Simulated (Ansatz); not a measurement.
# AlN: consecutive steps of a trajectory

All numbers below come from DFT PBE, scalar-relativistic, plane waves, PAW in Ansatz 0.2.0. Settings: plane waves to 420 eV, k-mesh 2×2×2 (shifted by 0.5, 0.5, 0.5 steps), Fermi–Dirac smearing 0.1 eV. The mesh is coarse. No spin polarisation.

16 atoms, starting at 1.04 times the perfect crystal's volume (space group P6_3/mmc, the cell as given, not relaxed at this level); Langevin thermostat at 1200 K (friction 0.02 fs⁻¹), fixed cell; 30 steps of 8 fs. The run is short and not equilibrated. The time step is too long for these atoms, so the motion is inaccurate.

Positions in Å, velocities in 0.01 Å/fs, forces in eV/Å; dE is the potential energy from the first frame shown.

```xyz
16
Lattice="1.6779 2.9061 -4.2427 1.6779 2.9061 4.2427 5.0335 -2.9061 0.0000" Properties=species:S:1:pos:R:3:v100:R:3:forces:R:3 pbc="T T T" time_fs=80.00 dE_eV=0.0000 T_K=1099
Al    6.7724    2.2207   -1.0877    0.3068   -0.2479   -0.0689   -1.0604   -1.2389   -0.5781
Al    3.2822    2.0492    3.0086   -1.0970    1.0070    1.0716    1.4420    1.4050    0.8681
Al    5.0816   -0.8796   -1.3243   -0.0923   -0.5513   -0.7646   -1.6368    1.4209    1.9769
Al    3.2352    1.9848   -1.1894   -1.0485    0.4633   -0.0611    1.1659    0.3097    0.5615
Al    1.5992    1.0689    1.1722    0.1065    0.4109    1.1479   -0.0166   -0.1324   -1.8301
Al    4.9399    1.1507    0.8867   -1.1910   -0.3318    0.5487    0.4835   -1.0988   -0.2706
Al    3.3352    4.0070    0.9617   -1.0759   -1.1078   -0.1323    0.8694   -1.3114   -0.9343
Al    5.0193    1.1015   -3.2240    0.3339   -0.2682   -0.1639    0.5293    1.2608   -0.4606
N     5.0516   -0.7891    0.8168   -0.3336    0.6853   -1.1044   -0.1454   -0.6890    0.8594
N     3.2208    2.0223    0.8620    0.7256   -0.3525   -1.1707    0.7825    0.1670   -0.0012
N     6.7466    1.9718    0.9693   -0.0912    0.2765    0.2930   -1.6668    2.2210   -1.8089
N     3.3263    2.0350   -3.3888    0.7870   -0.0196   -0.8180   -0.1726    0.7047    0.7609
N     3.4838    3.9212   -1.1734   -0.4451    0.8874    0.1395   -3.0816    0.3336   -0.0084
N     4.9452    1.2077    3.0240    0.0342   -0.4054   -0.0046    1.5919   -0.9845   -0.3062
N     1.5950    1.1203   -1.3675    0.0268    0.9412   -0.9125    1.3762   -1.8354    0.6585
N     5.0805    1.1868   -1.2648   -0.7869    0.0965   -0.1099   -0.4603   -0.5322    0.5132
16
Lattice="1.6779 2.9061 -4.2427 1.6779 2.9061 4.2427 5.0335 -2.9061 0.0000" Properties=species:S:1:pos:R:3:v100:R:3:forces:R:3 pbc="T T T" time_fs=88.00 dE_eV=0.4298 T_K=812
Al    6.7965    2.1896   -1.1056    0.0816   -0.4185   -0.2658   -2.5608   -0.4598    0.2036
Al    3.2153    2.1556    3.0933   -0.3551    1.4456    1.1154    2.9804   -0.0487    1.3476
Al    5.0501   -0.9007   -1.3600   -0.6922    0.1282   -0.1131   -1.6247    2.1477    2.0669
Al    3.1748    2.0159   -1.1984   -0.2102    0.2839   -0.2232    2.9178    0.1094    0.1554
Al    1.6083    1.0878    1.2348    0.1104    0.0704    0.2316   -0.0958   -0.0629   -3.1339
Al    4.8523    1.1162    0.9113   -0.6844   -0.4845    0.0463    2.6931   -0.7735   -0.4194
Al    3.2628    3.9192    0.9588   -0.6431   -0.8374    0.0254    1.5051    0.4397   -1.1643
Al    5.0675    1.1135   -3.2244    0.7716    0.5189    0.1670   -0.1585    0.9144   -0.3561
N     5.0210   -0.7451    0.7919   -0.1501    0.1014    0.5189    0.8725   -1.8283    0.9983
N     3.3002    1.9925    0.7793    0.4090   -0.1228   -0.6080   -2.3058    1.1400    1.0442
N     6.7304    2.0371    0.9797   -0.1739    0.9901   -0.1630   -1.1586    0.8914   -2.2789
N     3.3807    2.0562   -3.4034    0.2601    0.6143    0.3938   -1.3075    0.9348    0.5501
N     3.3812    4.0190   -1.1703   -1.7289    1.4137    0.0083   -1.6567   -0.1833    0.2482
N     5.0034    1.1642    3.0066    0.8806   -0.4765   -0.4450   -0.3691   -0.2418   -0.3577
N     1.6187    1.1730   -1.4114    0.1727    0.1487   -0.1537   -0.0505   -2.6635    0.7675
N     5.0105    1.1906   -1.2695   -0.7481    0.0565   -0.0587    0.3191   -0.3156    0.3284
16
Lattice="1.6779 2.9061 -4.2427 1.6779 2.9061 4.2427 5.0335 -2.9061 0.0000" Properties=species:S:1:pos:R:3:v100:R:3:forces:R:3 pbc="T T T" time_fs=96.00 dE_eV=0.4053 T_K=899
Al    6.7526    2.1621   -1.1211   -1.3274   -0.0924   -0.0412   -3.5944    0.7589    0.7641
Al    3.2247    2.2597    3.1927    0.3476    0.8173    1.3084    1.2811   -2.4063    0.9297
Al    4.9778   -0.8619   -1.3458   -0.8539    0.7706    0.2572    0.2173    1.6535    0.5968
Al    3.1832    2.0367   -1.1971    0.3299    0.2762    0.1961    2.2902    0.3833   -0.2667
Al    1.6141    1.0938    1.2138    0.0387    0.1665   -0.5580   -0.0629    0.5386   -1.7414
Al    4.8016    1.0679    0.9058   -0.5053   -0.5914   -0.1367    3.2390    0.1366   -0.0843
Al    3.2227    3.8646    0.9925   -0.4709   -0.3002    0.7099    0.7251    2.0154   -1.9145
Al    5.1332    1.1477   -3.2400    0.6894    0.1832   -0.5584   -1.4270   -0.1492   -0.3745
N     5.0281   -0.7688    0.8507    0.3275   -0.5159    0.6709    0.8717   -1.1824   -0.0194
N     3.2979    2.0207    0.7584   -0.4716    0.6020    0.0571   -2.3226    0.3187    0.9405
N     6.7156    2.1180    0.8937   -0.0801    0.7158   -1.4214   -0.7374   -0.2570   -0.2272
N     3.3978    2.1192   -3.3813    0.2911    0.7816    0.1020   -0.8652    0.2853    0.3423
N     3.1952    4.1150   -1.1568   -1.6199    0.5246    0.1689    3.0619   -1.8656   -0.3350
N     5.0760    1.1177    2.9671    0.4821   -0.4760   -0.4718   -2.0118    0.5272   -0.1001
N     1.6311    1.1381   -1.4112   -0.1089   -0.4535    0.1671   -0.9421   -0.5996    0.8025
N     4.9659    1.1623   -1.2879   -0.3785   -0.7197   -0.3043    0.2771   -0.1574    0.6870
16
Lattice="1.6779 2.9061 -4.2427 1.6779 2.9061 4.2427 5.0335 -2.9061 0.0000" Properties=species:S:1:pos:R:3:v100:R:3:forces:R:3 pbc="T T T" time_fs=104.00 dE_eV=0.2701 T_K=888
Al    6.6234    2.1559   -1.1321   -1.4923   -0.2158   -0.3004   -0.7264   -0.3096    0.2982
Al    3.2575    2.3034    3.3133    0.2833    0.1310    1.4107   -0.0303   -3.4216   -1.1372
Al    4.9133   -0.8051   -1.3114   -0.6295    0.4819    0.4958    1.1205    0.4843   -0.1425
Al    3.2378    2.0773   -1.1910    0.7602    0.7567   -0.0396    0.3677    0.5024   -0.2453
Al    1.6035    1.0984    1.1492   -0.1629    0.0489   -0.7609    0.9231    1.2430    0.3219
Al    4.8286    1.0391    0.9078    0.9361    0.0180    0.2207    1.5303    1.1691    0.1423
Al    3.1839    3.8750    1.0149   -0.5431    0.5707   -0.1643    0.4150    2.0920   -2.0145
Al    5.1493    1.1418   -3.2903   -0.3505   -0.3202   -0.6614   -1.8727   -0.0796   -0.1033
N     5.0780   -0.8475    0.9179    0.4264   -0.9172    0.7879   -0.9127    0.7583   -0.8226
N     3.2464    2.0714    0.7550   -0.2857    0.1846   -0.2013   -0.4033   -1.4233    0.7278
N     6.6844    2.1907    0.7871   -0.7528    0.8048   -0.6886   -0.9282   -1.3378    1.7824
N     3.3929    2.1823   -3.3681   -0.2134    0.4612    0.4709   -0.1384   -0.9224    1.2227
N     3.1507    4.0966   -1.1305    0.4115   -0.7617    0.3648    2.7158   -1.0564   -0.7856
N     5.0530    1.1058    2.9501   -1.0106    0.3673    0.0597   -1.8405    1.2046   -0.0597
N     1.6063    1.1209   -1.3730   -0.4166    0.5245    0.6079   -0.5959    1.2160    0.1461
N     4.9231    1.1318   -1.2881   -0.6639   -0.0328    0.2954    0.3760   -0.1191    0.6694
16
Lattice="1.6779 2.9061 -4.2427 1.6779 2.9061 4.2427 5.0335 -2.9061 0.0000" Properties=species:S:1:pos:R:3:v100:R:3:forces:R:3 pbc="T T T" time_fs=112.00 dE_eV=0.0275 T_K=1015
Al    6.5136    2.1292   -1.1504   -0.9279   -0.4347   -0.1990    1.5400   -0.1870    0.0186
Al    3.2845    2.2686    3.3960    0.3217   -0.7690    0.3897   -0.5247   -1.7930   -3.0073
Al    4.8967   -0.7648   -1.2743    0.1591    0.4080    0.4429    0.7171   -0.3390   -0.0701
Al    3.2873    2.1286   -1.2064    0.3410    0.4151   -0.2421   -0.5819   -0.2729    0.4755
Al    1.5805    1.1116    1.0887   -0.1274    0.2479   -0.6792    2.9104    1.0183    0.8226
Al    4.9358    1.0364    0.9323    1.4266   -0.0094    0.3517   -0.6891    1.6918   -0.1257
Al    3.1502    3.9500    0.9880   -0.2505    0.9863   -0.3652    0.7596   -0.1195   -1.0170
Al    5.0963    1.1397   -3.3279   -0.8506    0.3269   -0.2190   -1.0168    0.3299    0.3137
N     5.1019   -0.8988    0.9611   -0.4077   -0.1039    0.3579   -3.0159    1.7112   -0.5812
N     3.2242    2.0628    0.7216   -0.0786   -0.1541   -0.4969    0.2892   -0.5305    1.2254
N     6.6162    2.2172    0.7845   -0.7976   -0.2514    0.4688   -0.3714   -1.7281    1.2211
N     3.4222    2.1717   -3.2888    0.8343   -0.6880    1.3464   -0.5424   -0.7892    0.6240
N     3.2537    4.0242   -1.1407    1.5682   -0.3330   -0.4300    0.5503    1.5467   -0.0940
N     4.9395    1.1758    2.9288   -1.4267    1.1377   -0.3707   -0.3876    0.3219    0.7481
N     1.5542    1.2022   -1.3131   -0.8298    1.0131    0.7177   -0.3998   -0.5802   -0.4740
N     4.9018    1.1152   -1.2196    0.2396   -0.4256    1.2101    0.7628   -0.2803   -0.0798
16
Lattice="1.6779 2.9061 -4.2427 1.6779 2.9061 4.2427 5.0335 -2.9061 0.0000" Properties=species:S:1:pos:R:3:v100:R:3:forces:R:3 pbc="T T T" time_fs=120.00 dE_eV=0.1480 T_K=712
Al    6.4803    2.1065   -1.1686    0.1123   -0.0206   -0.2584    1.6604    0.6066   -0.0021
Al    3.2953    2.1911    3.3852   -0.1206   -0.8749   -0.5400   -1.0047    0.2455   -2.1661
Al    4.9284   -0.7343   -1.2552    0.4051    0.3384    0.0689   -0.8706   -0.4528    0.1653
Al    3.3063    2.1550   -1.2086    0.1219    0.1560    0.2730   -0.6690   -0.8838    1.0852
Al    1.6141    1.1370    1.0524    0.7101    0.3907   -0.2864    1.1054    1.0384    0.4328
Al    5.0215    1.0623    0.9474    0.4574    0.5726    0.0259   -2.4924    1.1139   -0.1280
Al    3.1625    4.0182    0.9692    0.5646    0.5383    0.0108    0.8102   -1.3926   -0.2075
Al    5.0244    1.1738   -3.3344   -0.8085    0.2982    0.0432   -0.0396   -1.2599    0.2095
N     4.9711   -0.8829    0.9877   -1.9336    0.2299    0.5311    0.3535    0.7215    0.2269
N     3.2158    2.0481    0.7190   -0.0705    0.1336    0.3503    0.5135    0.7305    0.9262
N     6.5592    2.1603    0.8680   -0.2665   -0.6863    1.1881    0.9417    0.0277   -0.3363
N     3.4669    2.1058   -3.1900   -0.2598   -0.4735    0.6473   -2.5122    0.9767   -1.1037
N     3.3943    4.0314   -1.1608    1.4910    0.5847    0.0439   -1.1041    1.8015    0.3280
N     4.8448    1.2886    2.9362   -0.4054    1.1923    0.6402    1.5571   -1.4545    1.0572
N     1.4803    1.2534   -1.2764   -0.6355   -0.0529    0.2714    0.9914   -1.7356   -0.2209
N     4.9120    1.1065   -1.1500    0.0138    0.2633    0.4790    0.7592   -0.0830   -0.2666
16
Lattice="1.6779 2.9061 -4.2427 1.6779 2.9061 4.2427 5.0335 -2.9061 0.0000" Properties=species:S:1:pos:R:3:v100:R:3:forces:R:3 pbc="T T T" time_fs=128.00 dE_eV=0.3462 T_K=857
Al    6.4981    2.1129   -1.1787    0.3363    0.1913   -0.0643    1.6926    0.6735   -0.4870
Al    3.2942    2.1158    3.3137    0.1058   -0.6653   -1.0622   -0.9175    2.6451   -0.8849
Al    4.9399   -0.7200   -1.2818   -0.0576    0.0202   -0.6263   -0.4508   -0.4539    0.9218
Al    3.2918    2.1464   -1.1842   -0.4572   -0.3012    0.2823   -0.4851   -0.3935    0.7070
Al    1.6778    1.1717    1.0238    0.5085    0.3122   -0.4387   -1.5087   -0.1055    0.3482
Al    5.0232    1.1332    0.9481   -0.4385    1.0095    0.0003   -2.6642   -0.2234   -0.0678
Al    3.2014    4.0643    0.9639    0.4628    0.6017   -0.0851    1.1824   -1.4719    0.1860
Al    4.9540    1.1763   -3.3410   -0.9079   -0.2262   -0.2318    0.2657   -1.1796    0.0575
N     4.8336   -0.8667    1.0352   -0.7556    0.3506    0.7159    3.0665    1.3569    0.4415
N     3.2058    2.0621    0.7558    0.1055    0.4324    0.4249    1.5428    1.5116    0.3958
N     6.6144    2.1282    0.9524    1.3937    0.1012    0.7037    0.0297    0.8192   -1.1317
N     3.3922    2.0703   -3.1522   -1.5396   -0.3086    0.2536   -2.2650    1.3601   -1.2628
N     3.4579    4.1097   -1.1533   -0.4316    0.7221    0.0533   -3.0236   -0.5576    0.0011
N     4.8613    1.3743    3.0251    1.0388    0.5970    1.3091    2.3562   -2.7375    0.0661
N     1.4827    1.1970   -1.2717    0.6577   -1.1418    0.0784    0.8567   -0.9525    0.6237
N     4.9400    1.1346   -1.1023    0.5661    0.3820    0.8099    0.3224   -0.2910    0.0854
```

**Question.** What is the next frame? The thermostat's random kicks make it one of many possible.

**Answer.**
```xyz
16
Lattice="1.6779 2.9061 -4.2427 1.6779 2.9061 4.2427 5.0335 -2.9061 0.0000" Properties=species:S:1:pos:R:3:v100:R:3:forces:R:3 pbc="T T T" time_fs=136.00 dE_eV=0.0633 T_K=968
Al    6.5438    2.1419   -1.1939    0.8025    0.4359   -0.3580    1.6595   -0.0008   -0.7905
Al    3.3067    2.0916    3.2410    0.2532    0.0015   -0.7558   -0.6020    2.2344   -0.8743
Al    4.9318   -0.7337   -1.3324    0.1547   -0.3209   -0.5033    1.6437   -0.1629    1.8684
Al    3.2786    2.1136   -1.1701    0.1447   -0.4257    0.0538   -0.3522    0.2437    0.5805
Al    1.7089    1.1838    0.9944    0.1740    0.0380   -0.2930   -2.1615    0.2143    0.3718
Al    4.9821    1.2318    0.9288   -0.3845    1.2605   -0.4816   -1.2330   -1.5963   -0.0541
Al    3.2511    4.1010    0.9607    0.7122    0.2926   -0.0142    0.7107   -1.6438    0.0552
Al    4.8790    1.1328   -3.3487   -0.7330   -0.5413    0.0979    1.8974    1.0461    0.4564
N     4.8445   -0.8103    1.1205    0.5229    0.8975    1.2068    1.2391    0.7682   -0.3137
N     3.2556    2.1613    0.7934    0.9279    1.6895    0.5700    0.7827    0.2150    0.5995
N     6.7194    2.1300    0.9825    0.5973    0.0269    0.0957   -2.2790    1.1227   -0.9631
N     3.2281    2.0684   -3.1103   -1.5879    0.1507    0.6387    1.2783    0.9571   -1.8269
N     3.3733    4.1822   -1.1608   -1.2064    0.8811   -0.2569   -1.2982   -1.3168   -0.0542
N     4.9901    1.3709    3.1123    1.1851   -0.5702    0.8442   -1.2586   -2.3396   -0.0302
N     1.5455    1.1198   -1.2495    0.6900   -0.5114    0.7063    0.0453    0.0510    1.4572
N     4.9688    1.1270   -1.0343    0.0439   -0.4365    0.7336   -0.0718    0.2078   -0.4822
```